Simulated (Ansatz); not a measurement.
## InP on a mismatched substrate

Method: DFT PBE, scalar-relativistic, plane waves, PAW in Ansatz. (420 eV cutoff, 8×8×6 k-mesh, Gaussian smearing of 0.02 eV, no spin polarisation)

Starting point, cell and atoms relaxed:

```xyz
4
Lattice="2.9799 2.9799 0.0000 -2.9799 2.9799 0.0000 0.0000 0.0000 5.9598" Properties=species:S:1:pos:R:3 pbc="T T T"
In    0.0000    0.0000    0.0000
In    0.0000    2.9799    2.9799
P     1.4899    1.4899    4.4698
P    -1.4899    1.4899    1.4899
```

The a-b plane is strained alike in both directions, as on a substrate, while c and the atoms relax within the symmetry that the strain leaves. Stress is positive in compression; energies are free energies at the smearing used, per atom.

| strain (%) | c (Å) | σ in plane (GPa) | ΔE (meV/atom) |
| --- | --- | --- | --- |
| -6.0 | 6.3233 | 6.12 | 57.03 |
| -4.0 | 6.2035 | 3.83 | 24.35 |
| -2.0 | 6.0820 | 1.81 | 5.86 |
| +0.0 | 5.9598 | -0.01 | 0.00 |
| +2.0 | 5.8310 | -1.59 | 5.32 |
| +4.0 | 5.7002 | -2.97 | 20.44 |
| +6.0 | 5.5649 | -4.18 | 43.88 |

Task: Get the biaxial modulus twice, from the stresses and from the energies of the innermost pair.

Result: From stress: M = −Δσ/Δε = (1.81 − (-1.59)) / 0.040 = 85 GPa. Two in-plane directions each store σε/2, so the energy density is Mε²: M = (mean ΔE)/(V ε²) = 5.59 meV / (26.461 Å³ × 0.020²) × 0.16022 GPa Å³/meV = 85 GPa. The two agree.

Task: How well does Mε², with M from the stresses, predict the outermost points?

Result: 50.4 meV predicted against 57.0 computed at -6.0 %; 50.4 meV predicted against 43.9 computed at +6.0 %. Compression costs more than stretching, the usual sign of bonds that stiffen as they shorten.

Task: How does c respond, and up to what thickness can a film with 1 % or 2 % misfit stay coherent on a thick substrate?

Result: c answers with ε_c = −1.05 ε. In an isotropic solid that ratio is 2ν/(1 − ν), so ν = r/(2 + r) = 0.35. A film of thickness h stores Mε²h per area, 8.5 mJ/m² per nm at 1 %. The Matthews–Blakeslee balance for pure edge misfit dislocations, h = b/(8πf(1 + ν)) × (ln(h/b) + 1), with b taken as the in-plane vector a = 4.21 Å, solved by iteration, gives 4.1 nm at f = 1 % and 1.3 nm at 2 %. This is an isotropic estimate in which the moduli cancel; the real Burgers vector, glide system, anisotropy and slow kinetics can shift it by a factor of a few, mostly upward.